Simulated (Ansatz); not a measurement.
FeO (Wuestite):

```
CELL_PARAMETERS angstrom
1.51882 0.87689 2.51958
-1.51882 0.87689 2.51958
0.00000 -1.75378 2.51958
ATOMIC_POSITIONS crystal
Fe 0.00000 0.00000 0.00000
O 0.50000 0.50000 0.50000
```

- Program: Ansatz 0.2.0
- Task: single point
- Functional: PBEsol
- Potentials or basis: all-electron LAPW, scalar-relativistic
- Cutoff: 348 eV (chosen from the basis error)
- Basis error allowed: 0.001 eV/atom
- k mesh: 11 × 11 × 11
- Occupations: fermi-dirac, width 0.05 eV
- Spin: collinear spin, ferromagnetic start
- Starting moments: [3.0, 0.0] μB

On this cell: pressure -9.5 GPa; largest force under 0.003 eV/Å; net moment 4.00 μB per cell; site moments Fe +3.62; O +0.32 μB; band gap on the k mesh none (metal or under the smearing width).

The same run follows on a disturbed copy (atoms moved at random, drawn with an rms of 0.05 Å):

```
Fe O
1.0
     1.51882    0.87689    2.51958
    -1.51882    0.87689    2.51958
     0.00000   -1.75378    2.51958
Fe O
1 1
Direct
  0.00349 0.00059 0.00193
  0.48174 0.51863 0.48149
```

Problem. What changes?

Solution. The energy (extrapolated to zero smearing) moves by +4.9 meV/atom; pressure -8.8 GPa; largest force 0.226 eV/Å; net moment 4.00 μB per cell; site moments Fe +3.59; O +0.32 μB; band gap on the k mesh none (metal or under the smearing width).

Forces on the atoms (eV/Å):
```
Fe  -0.146  0.079 -0.153
O    0.146 -0.079  0.153
```

Stress tensor (GPa, compression positive):
```
-8.11 -0.64  0.86
-0.64 -8.83 -0.50
 0.86 -0.50 -9.53
```

Caveats: a cell with one magnetic atom can't hold antiferromagnetic order, which such compounds often take; semilocal functionals often make such compounds metallic where correlation or magnetic order opens a gap, which also shifts bond lengths.
